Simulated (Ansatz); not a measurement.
Structure from Materials Project entry mp-162 (possibly hypothetical), not relaxed further.

An input for Yb: DFT, PBEsol, all-electron PAW with datasets made for the crystal, scalar-relativistic (Ansatz 0.2.0).

Command: `ansatz run input.yaml --threads 1 --pin off --max-ram 3072MiB --backend cpu --events-out ev --progress --plain --runs-dir out` The run took about 9.9 s on 1 thread of a shared machine.

```yaml
crystal:
  lattice:
    - [0.0, 2.724625, 2.724625]
    - [2.724625, 0.0, 2.724625]
    - [2.724625, 2.724625, 0.0]
  atoms:
    - { symbol: Yb, position: [0.0, 0.0, 0.0] }
kpoints:
  mp_grid: { grid: [12, 12, 12] }
  band_path:
    path:
      - [0.0, 0.0, 0.0]
      - [0.5, 0.0, 0.5]
      - [0.625, 0.25, 0.625]
      - [0.375, 0.375, 0.75]
      - [0.0, 0.0, 0.0]
      - [0.5, 0.5, 0.5]
      - [0.5, 0.25, 0.75]
      - [0.5, 0.0, 0.5]
    npoints: 8
scf:
  occupations: { method: fermi_dirac, width: 0.03 }
hamiltonian:
  xc: pbesol
  pseudopotentials: { kind: all_electron, datasets: crystal }
output:
  forces: true
  stress: true
  eigenvalues: true
  efg: { contact_densities: true }
```

Set-up and iterations as logged by Ansatz (the results part is left out, to be predicted):

```
hamiltonian.pseudopotentials.datasets: crystal makes datasets for this crystal and solves the spheres of its atoms anew in each pass: cutoff 280.0 eV, the density's 1120.0 eV; for an error of 0.50 meV an atom under PBE, 0.5 meV for the cell; an energy difference from a run of another recipe may be off by several times the error for the cell, under r2SCAN by more, where some 0.1 meV an atom stays at smaller errors; Yb in spheres of 1.376 Å, 24 of its electrons in bands
Engine: ansatz 0.2.0
Pseudopotentials: kind: all_electron
Pseudopotential: Yb, paw, valence charge 24, recommended cutoff 280 eV (normal), Koelling and Harmon's equation, gaussian nucleus
Functional definition: PBEsol
  exchange = pbesol_x
  correlation = pbesol_c
Crystal: 1 atoms, lattice volume = 40.453 Å³
Basis set: ecut = 280 eV, 411 PW (Γ), exchange–correlation on 48×48×48 points (8 copies of the dense FFT grid, shifted against one another)
Bands: 16, of which v1, the nominal top of the filled ones, is band 12 counted from 1 (11 counted from 0)
Symmetry: 48 space group operations
Space group: Fm-3m (ITA 225), of the structure as read, at distance tolerance 3.4e-5 Å
k-points: 72 of 1728
Non-local potential: Yb, projectors of the file, l = 0: 2, l = 1: 2, l = 2: 1, l = 3: 2
PAW form: soft (Blöchl's): semilocal exchange-correlation on the pseudo side does not see the compensation charge
PAW one-centre angular grid: Yb, 590 points (default); XC on its mesh's 1827 points in the sphere
Initial density: superposition of atomic densities (neutral atoms: chi_scale 0, normalization atom)
Initial wavefunctions: pseudopotential atomic-orbital guess
Functional: x = pbesol(κ = 0.804, μ = 0.12345679012345678), c = pbesol(β = 0.046)
iter 1 solved again at ethr=1.00e-1 eV; its pass at ethr=1.00e-1 eV (dr2=2.54e1 eV) is discarded
SCF iter   1: F=—  HF=-382426.022428 eV  |F-HF|=—  |Δ(HF+E_count)|=         —  Δρ=2.29e-1  dr2=2.56e1  ethr=1.00e-1  ⟨swp⟩=2.1  Hψ=6086  notcnv=0
SCF iter   2: F=—  HF=-382444.346057 eV  |F-HF|=—  |Δ(HF+E_count)|=    1.83e1  Δρ=1.53e-1  dr2=8.49e0  ethr=1.00e-1  ⟨swp⟩=3.0  Hψ=3348  notcnv=0  recentre
SCF iter   3: F=—  HF=-382428.134196 eV  |F-HF|=—  |Δ(HF+E_count)|=    1.62e1  Δρ=9.74e-2  dr2=3.95e0  ethr=3.54e-2  ⟨swp⟩=3.1  Hψ=2820  notcnv=0  defer=1
SCF iter   4: F=—  HF=-382426.164526 eV  |F-HF|=—  |Δ(HF+E_count)|=    1.97e0  Δρ=7.33e-2  dr2=2.36e0  ethr=1.65e-2  ⟨swp⟩=2.0  Hψ=2305  notcnv=0  defer=1
iter 5 solved again at ethr=8.56e-4 eV; its pass at ethr=9.85e-3 eV (dr2=2.05e-1 eV) is discarded
SCF iter   5: F=—  HF=-382424.610157 eV  |F-HF|=—  |Δ(HF+E_count)|=    1.55e0  Δρ=2.04e-2  dr2=2.06e-1  ethr=8.56e-4  ⟨swp⟩=2.2  Hψ=5833  notcnv=0
SCF iter   6: F=—  HF=-382424.658087 eV  |F-HF|=—  |Δ(HF+E_count)|=   4.79e-2  Δρ=2.80e-2  dr2=3.75e-1  ethr=8.56e-4  ⟨swp⟩=2.0  Hψ=2164  notcnv=0  recentre
SCF iter   7: F=—  HF=-382424.572374 eV  |F-HF|=—  |Δ(HF+E_count)|=   8.57e-2  Δρ=2.02e-3  dr2=2.32e-3  ethr=8.56e-4  ⟨swp⟩=3.2  Hψ=2804  notcnv=0
SCF iter   8: F=—  HF=-382424.574629 eV  |F-HF|=—  |Δ(HF+E_count)|=   2.26e-3  Δρ=6.47e-3  dr2=2.05e-2  ethr=9.65e-6  ⟨swp⟩=3.5  Hψ=2626  notcnv=0  defer=4
SCF iter   9: F=—  HF=-382424.571888 eV  |F-HF|=—  |Δ(HF+E_count)|=   2.74e-3  Δρ=1.26e-3  dr2=8.57e-4  ethr=9.65e-6  ⟨swp⟩=3.1  Hψ=2855  notcnv=0  defer=1
SCF iter  10: F=—  HF=-382424.573909 eV  |F-HF|=—  |Δ(HF+E_count)|=   2.02e-3  Δρ=1.33e-3  dr2=8.69e-4  ethr=3.57e-6  ⟨swp⟩=3.0  Hψ=3070  notcnv=0  defer=1
SCF iter  11: F=—  HF=-382424.576154 eV  |F-HF|=—  |Δ(HF+E_count)|=   2.24e-3  Δρ=6.06e-3  dr2=1.80e-2  ethr=3.57e-6  ⟨swp⟩=3.1  Hψ=2875  notcnv=0  defer=1  recentre
SCF iter  12: F=—  HF=-382424.574074 eV  |F-HF|=—  |Δ(HF+E_count)|=   2.08e-3  Δρ=2.06e-3  dr2=2.13e-3  ethr=3.57e-6  ⟨swp⟩=3.8  Hψ=3132  notcnv=0  defer=1
SCF iter  13: F=—  HF=-382424.573883 eV  |F-HF|=—  |Δ(HF+E_count)|=   1.91e-4  Δρ=1.23e-3  dr2=7.58e-4  ethr=3.57e-6  ⟨swp⟩=2.0  Hψ=2032  notcnv=0
SCF iter  14: F=—  HF=-382424.573784 eV  |F-HF|=—  |Δ(HF+E_count)|=   9.94e-5  Δρ=3.08e-4  dr2=4.75e-5  ethr=3.16e-6  ⟨swp⟩=2.0  Hψ=2679  notcnv=0
SCF iter  15: F=—  HF=-382424.573780 eV  |F-HF|=—  |Δ(HF+E_count)|=   3.86e-6  Δρ=3.46e-5  dr2=4.74e-7  ethr=1.98e-7  ⟨swp⟩=2.6  Hψ=2083  notcnv=0
SCF iter  16: F=-382424.573780 eV  HF=-382424.573780 eV  |F-HF|=2.88e-8  |Δ(HF+E_count)|=   3.64e-8  Δρ=6.36e-6  dr2=1.27e-8  ethr=1.98e-9  ⟨swp⟩=3.8  Hψ=2590  notcnv=0
```

Where the f shell is localised, expect the real compound to differ from this run without U.

(1) What pressure will this run report?

(2) Is there a band gap?

Answers

(1) -3.16 GPa (positive in compression).

(2) None at this level of theory (metallic, semimetallic, or a small gap that the functional closes).
